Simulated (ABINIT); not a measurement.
# TiB2 (P6/mmm) in ABINIT: notebook

Aim: see how the results for TiB2 move with the level of theory and the settings. Levels: RPBE+D3(BJ), LDA, HCTH407. Tasks: equation of state, band structure.

All numbers are computed with ABINIT 10.8.3 (patched build); they aren't measurements. Logs are shortened: lines on timing, memory, paths and dates and some standing lists are left out, and cuts for length are marked. The log counts tension as positive stress, the text compression.

**1. The structure**

The structure is hexagonal, space group P6/mmm (No. 191). The conventional cell has a = 3.029 Å, b = 3.029 Å, c = 3.228 Å, α = 90.00°, β = 90.00°, γ = 120.00°. Ti (site symmetry 6/mmm) is surrounded by 12 B at 2.38 Å. B (site symmetry -6m2) has 3 B at 1.75 Å as nearest neighbours.

**2. Equation of state, RPBE+D3(BJ)**

Input file run.py:

```python
import json, os
import numpy as np
from ase.eos import EquationOfState
from ase.units import GPa
from ase.calculators.mixing import SumCalculator
from dftd3.ase import DFTD3
from ase.calculators.abinit import Abinit, AbinitProfile
from ase import Atoms

atoms = Atoms(['Ti', 'B', 'B'],
              cell=[[3.0292, 0.0, 0.0], [-1.5146, 2.6233641531, 0.0], [0.0, 0.0, 3.2284]],
              scaled_positions=[[0.0, 0.0, 0.0], [0.6666666667, 0.3333333333, 0.5], [0.3333333333, 0.6666666667, 0.5]],
              pbc=True)

profile = AbinitProfile(command='abinit', pp_paths=[os.path.abspath('pseudos')])
params = dict(
    pps='pawxml', xc='PBE',
    ecut=408.1708,
    pawecutdg=816.3416,
    pawovlp=30,
    kptopt=1,
    ngkpt=[10, 10, 8],
    nshiftk=1,
    shiftk=[0.0, 0.0, 0.0],
    ixc=15,
    nband=13,
    occopt=3,
    tsmear=0.05,
    nstep=100,
    tolvrs=1e-09,
    prtwf=0,
    prtden=0,
)

cell0 = atoms.cell.copy()
volumes, energies = [], []
for i, x in enumerate([0.94, 0.96, 0.98, 1.0, 1.02, 1.04, 1.06]):
    atoms.set_cell(cell0 * x ** (1 / 3), scale_atoms=True)
    atoms.calc = SumCalculator([Abinit(profile=profile, directory=f'v{i}', **params), DFTD3(method='rpbe', damping='d3bj')])
    volumes.append(atoms.get_volume() / len(atoms))
    dft, disp = atoms.calc.mixer.calcs
    energies.append((dft.get_property('free_energy', atoms) + disp.get_property('energy', atoms)) / len(atoms))
    print(f'{x:5.2f} {volumes[-1]:10.5f} A^3/atom {energies[-1]:14.6f} eV/atom', flush=True)
    json.dump(dict(volumes=volumes, energies=energies), open('results.json', 'w'))
v0, e0, b0 = EquationOfState(volumes, energies, eos='murnaghan').fit()
print(f'V0 {v0:.4f} A^3/atom  E0 {e0:.6f} eV/atom  B0 {b0 / GPa:.2f} GPa')
```

Potentials or basis: JTH PAW PBE v2.0.

Command:

```console
$ python run.py
```

Log:

```text
0.94    8.03860 A^3/atom    -586.407002 eV/atom
 0.96    8.20963 A^3/atom    -586.382933 eV/atom
 0.98    8.38067 A^3/atom    -586.353633 eV/atom
 1.00    8.55170 A^3/atom    -586.319600 eV/atom
 1.02    8.72274 A^3/atom    -586.281286 eV/atom
 1.04    8.89377 A^3/atom    -586.239243 eV/atom
 1.06    9.06481 A^3/atom    -586.193755 eV/atom
V0 7.5273 A^3/atom  E0 -586.440571 eV/atom  B0 348.37 GPa
```

abinit.in:

```text
ecut 408.1708 eV
ixc 15
kptopt 1
natom 3
nband 13
ngkpt
10 10 8
nshiftk 1
nsppol 1
nstep 100
occopt 3
pawecutdg 816.3416 eV
pawovlp 30
prtden 0
prtwf 0
shiftk
0.0 0.0 0.0
tolvrs 1e-09
tsmear 0.05 eV
#Definition of the unit cell
acell
1.00000000000000 1.00000000000000 1.00000000000000 Angstrom
rprim
3.08861116168138 0.00000000000000 0.00000000000000
-1.54430558084069 2.67481572838356 0.00000000000000
0.00000000000000 0.00000000000000 3.29171803590788
chkprim 0 # Allow non-primitive cells
#Definition of the atom types
ntypat 2
znucl 5 22
#Enumerate different atomic species
typat
 2 1 1
pseudos "./pseudos/B.GGA_PBE-JTH.xml,
./pseudos/Ti.GGA_PBE-JTH.xml"
#Definition of the atoms
xcart
0.00000000000000 0.00000000000000 0.00000000000000
2.91831460268225 1.68488972107349 3.11022278567187
-0.00000000029183 3.36977944265245 3.11022278567187
chkexit 1 # abinit.exit file in the running directory terminates after the current SCF
```

abinit.abo:

```text
.Version 10.8.3 of ABINIT
 Symmetries : space group P6/m m m (#191); Bravais hP (primitive hexag.)
================================================================================
 Values of the parameters that define the memory need of the present run
     intxc =       0    ionmov =       0      iscf =      17    lmnmax =      18
     lnmax =       6     mgfft =      24  mpssoang =       3    mqgrid =    3001
     natom =       3  nloc_mem =       2    nspden =       1   nspinor =       1
    nsppol =       1      nsym =      24    n1xccc =       1    ntypat =       2
    occopt =       3   xclevel =       2
       mpw =         521          nfft =       13824          nkpt =          70
 PAW method is used; the additional fine FFT grid is defined by:
   mgfftf=        32    nfftf =     28800
================================================================================
================================================================================

--------------------------------------------------------------------------------
------------- Echo of variables that govern the present computation ------------
--------------------------------------------------------------------------------
 -outvars: echo values of preprocessed input variables --------
            acell      1.8897261259E+00  1.8897261259E+00  1.8897261259E+00 Bohr
              amu      1.08110000E+01  4.78800000E+01
          chkexit           1
          chkprim           0
             ecut      1.50000002E+01 Hartree
                       outvar_i_n : Printing only first  50 k-points.
              ixc          15
                       outvar_i_n : Printing only first  50 k-points.
         kptrlatt       10    0    0      0   10    0      0    0    8
          kptrlen      4.97635646E+01
            natom           3
            nband          13
            ngfft          24      24      24
          ngfftdg          30      30      32
             nkpt          70
            nstep         100
             nsym          24
           ntypat           2
                       prtocc : prtvol=0, do not print more k-points.
           occopt           3
        pawecutdg      3.00000005E+01 Hartree
[... 196 lines left out ...]
kinetic             :  1.12459992899617E+01
hartree             :  1.18744491087732E+01
xc                  : -5.57152734666500E+00
Ewald energy        : -5.03218229183408E+01
psp_core            :  3.32364468581874E+00
local_psp           : -3.52528405537884E+01
PAW spherical_terms :  2.82937187560726E-01
internal            : -6.44191605466798E+01
'-kT*entropy'       : -2.40149684733607E-04
total_energy        : -6.44194006963646E+01
total_energy_eV     : -1.75294119408339E+03
...

--- !EnergyTermsDC
iteration_state     : {dtset: 1, }
comment             : '"Double-counting" decomposition of free energy'
band_energy         : -7.22341129034739E+00
Ewald energy        : -5.03218229183408E+01
psp_core            :  3.32364468581874E+00
xc_dc               : -1.09154646645993E+01
PAW spherical_terms :  7.17889238376872E-01
internal            : -6.44191649490919E+01
'-kT*entropy'       : -2.40149684733607E-04
total_energy_dc     : -6.44194050987766E+01
total_energy_dc_eV  : -1.75294131387913E+03
...

--- !EnergyTermsWithPAWCore
iteration_state     : {dtset: 1, }
comment             : 'Components of total free energy, including PAW core contributions'
Total energy        : -9.03862495014066E+02
Total energy DC     : -9.03862499416478E+02
Total energy (eV)   : -2.45953514650838E+04
Total energy DC (eV): -2.45953515848796E+04
...

 Cartesian components of stress tensor (hartree/bohr^3)
  sigma(1 1)=  3.17834937E-04  sigma(3 2)=  0.00000000E+00
  sigma(2 2)=  3.17834938E-04  sigma(3 1)=  0.00000000E+00
  sigma(3 3)=  2.41013278E-04  sigma(2 1)=  0.00000000E+00

-Cartesian components of stress tensor (GPa)         [Pressure= -8.5976E+00 GPa]
- sigma(1 1)=  9.35102669E+00  sigma(3 2)=  0.00000000E+00
- sigma(2 2)=  9.35102671E+00  sigma(3 1)=  0.00000000E+00
- sigma(3 3)=  7.09085545E+00  sigma(2 1)=  0.00000000E+00

== END DATASET(S) ==============================================================
================================================================================

 -outvars: echo values of variables after computation  --------
            acell      1.8897261259E+00  1.8897261259E+00  1.8897261259E+00 Bohr
           etotal     -6.4419405099E+01
            fcart      7.6889277714E-30  4.4392045187E-30 -0.0000000000E+00
                      -1.5377855543E-29 -8.8784090374E-30 -0.0000000000E+00
                       7.6889277714E-30  4.4392045187E-30 -0.0000000000E+00
            rprim      3.0886111617E+00  0.0000000000E+00  0.0000000000E+00
                      -1.5443055808E+00  2.6748157284E+00  0.0000000000E+00
                       0.0000000000E+00  0.0000000000E+00  3.2917180359E+00
           strten      3.1783493716E-04  3.1783493778E-04  2.4101327812E-04
                       0.0000000000E+00  0.0000000000E+00  0.0000000000E+00
           xangst      0.0000000000E+00  0.0000000000E+00  0.0000000000E+00
                       1.5443055808E+00  8.9160524279E-01  1.6458590180E+00
                      -1.7983805547E-17  1.7832104856E+00  1.6458590180E+00
             xred      0.0000000000E+00  0.0000000000E+00  0.0000000000E+00
                       6.6666666667E-01  3.3333333333E-01  5.0000000000E-01
                       3.3333333333E-01  6.6666666667E-01  5.0000000000E-01
 Calculation completed.
```

Wall time 1.9 min (1 thread of Intel Xeon Platinum 8488C (Sapphire Rapids), shared host); peak memory 0.11 GiB.

Results:

```yaml
Equilibrium_volume: "7.52 Å³/atom (rough: see the caveat)"
Bulk_modulus_at_fixed_shape_and_positions: 337 GPa (rough)
```

Energy against volume, from the lowest point:
```tsv
volume (Å³/atom)	energy (meV/atom)
8.039	0.00
8.210	24.07
8.381	53.37
8.552	87.40
8.723	125.72
8.894	167.76
9.065	213.25
```

Caveat: pressures at fixed basis lie under the slope of the energies; the minimum lies outside the volumes run; the log and the count of SCF iterations are those of the last ABINIT call alone; the cell was scaled at fixed shape and fractional positions, which overstates the stiffness of a crystal with free parameters, most of all of layers and chains; the PAW data sets were made with another functional, which shifts forces and pressure a little; the atomic spheres overlap.

**3. Equation of state, LDA**

Input file run.abi:

```
ndtset 7
getwfk -1
scalecart1 3*0.9795861087
scalecart2 3*0.9864848297
scalecart3 3*0.9932883884
scalecart4 3*1.0000000000
scalecart5 3*1.0066227096
scalecart6 3*1.0131594038
scalecart7 3*1.0196128224

pp_dirpath "./"
pseudos "Ti.hgh, B.hgh"

acell 3.0292 3.0292 3.2284 Angstrom
rprim
     1.0000000000     0.0000000000     0.0000000000
    -0.5000000000     0.8660254038     0.0000000000
     0.0000000000     0.0000000000     1.0000000000
ntypat 2
znucl 22 5
natom 3
typat 1 2 2
xred
     0.0000000000     0.0000000000     0.0000000000
     0.6666666667     0.3333333333     0.5000000000
     0.3333333333     0.6666666667     0.5000000000

ecut 707.496042 eV

kptopt 1
ngkpt 10 10 8
nshiftk 1
shiftk 0.0 0.0 0.0

ixc 7

nband 9
occopt 3
tsmear 0.05 eV

nstep 100
tolvrs 1.0e-10

iomode 3
prtwf 1
prtden 0
prteig 0
prtebands 0
enunit 1
```

Potentials or basis: HGH LDA.

Command:

```console
$ abinit run.abi > log 2>&1
```

Run time: 77 s. Hardware: 1 thread of Intel Xeon Platinum 8488C (Sapphire Rapids), shared host; peak memory 0.09 GiB.

It converged, with:

| Quantity | Value |
| --- | --- |
| Equilibrium volume | 8.08 Å³/atom (rough: see the caveat) |
| Bulk modulus at fixed shape and positions | 244 GPa (rough) |

Energy against volume, from the lowest point:
```csv
volume (Å³/atom),energy (meV/atom)
8.039,0.00
8.210,1.52
8.381,8.41
8.552,19.85
8.723,36.70
8.894,57.06
9.065,82.03
```

Caveat: the cutoff is too short for stress, so the log's stress isn't used; pressures at fixed basis lie under the slope of the energies; the fit is doubtful: noisy points or a state that changes with volume; the cell was scaled at fixed shape and fractional positions, which overstates the stiffness of a crystal with free parameters, most of all of layers and chains; HGH potentials are hard and often keep d shells in the core, so these values are rough.

**4. Band structure, HCTH407**

Input file run.abi:

```
ndtset 2

pp_dirpath "./"
pseudos "Ti.GGA_PBE-JTH.xml, B.GGA_PBE-JTH.xml"

acell 3.0292 3.0292 3.2284 Angstrom
rprim
     1.0000000000     0.0000000000     0.0000000000
    -0.5000000000     0.8660254038     0.0000000000
     0.0000000000     0.0000000000     1.0000000000
ntypat 2
znucl 22 5
natom 3
typat 1 2 2
xred
     0.0000000000     0.0000000000     0.0000000000
     0.6666666667     0.3333333333     0.5000000000
     0.3333333333     0.6666666667     0.5000000000

ecut 15.0
pawecutdg 30.0

ixc 27

occopt 3
tsmear 0.05 eV

nstep 100

iomode 3
prtwf 0
prteig 0
prtebands 0
prtden1 1
prtvha1 1
prtvclmb1 1
prtpot1 1

kptopt1 1
ngkpt1 10 10 8
nshiftk1 1
shiftk1 0.0 0.0 0.0
nband1 13
tolvrs1 1.0e-9

iscf2 -2
getden2 1
nband2 19
nbdbuf2 4
tolwfr2 1.0e-11
kptopt2 -7
ndivsm2 6
prteig2 1
prtvol2 -3
kptbounds2
     0.0000000000     0.0000000000     0.0000000000
     0.5000000000     0.0000000000     0.0000000000
     0.3333333333     0.3333333333     0.0000000000
     0.0000000000     0.0000000000     0.0000000000
     0.0000000000     0.0000000000     0.5000000000
     0.5000000000     0.0000000000     0.5000000000
     0.3333333333     0.3333333333     0.5000000000
     0.0000000000     0.0000000000     0.5000000000
```

Potentials or basis: JTH PAW PBE v2.0.

Command:

```console
$ abinit run.abi > log 2>&1
```

It took 25 s on 1 thread of Intel Xeon Platinum 8488C (Sapphire Rapids), shared host; peak memory 0.11 GiB.

Results (log left out):

```yaml
Free_energy: -1759.6897 eV
Pressure: -7.3 GPa
Band_gap_on_the_k_mesh: none (metal or under the smearing width)
```

Stress tensor (GPa, compression positive):
```
 -5.75   0.00   0.00
  0.00  -5.75   0.00
  0.00   0.00 -10.42
```

Levels at the corners of the path, in eV from the Fermi level:
```csv
point,band 6,band 7,band 8,band 9,band 10,band 11,band 12,band 13
Γ,-2.45,-2.45,-2.24,-2.15,1.96,1.96,3.82,3.82
M,-9.24,-3.12,-3.11,-2.27,1.40,2.82,3.30,3.49
K,-8.30,-7.33,-1.76,-1.76,1.43,1.43,2.08,7.01
Γ,-2.45,-2.45,-2.24,-2.15,1.96,1.96,3.82,3.82
A,-7.62,-0.30,-0.30,-0.13,-0.13,0.50,0.50,1.69
L,-7.53,-4.51,-3.79,-3.17,2.54,3.00,4.53,4.70
H,-8.50,-5.69,-3.16,-3.16,2.57,4.30,4.30,4.55
A,-7.62,-0.30,-0.30,-0.13,-0.13,0.50,0.50,1.69
```

Caveat: the PAW data sets were made with another functional, which shifts forces and pressure a little; the atomic spheres overlap.
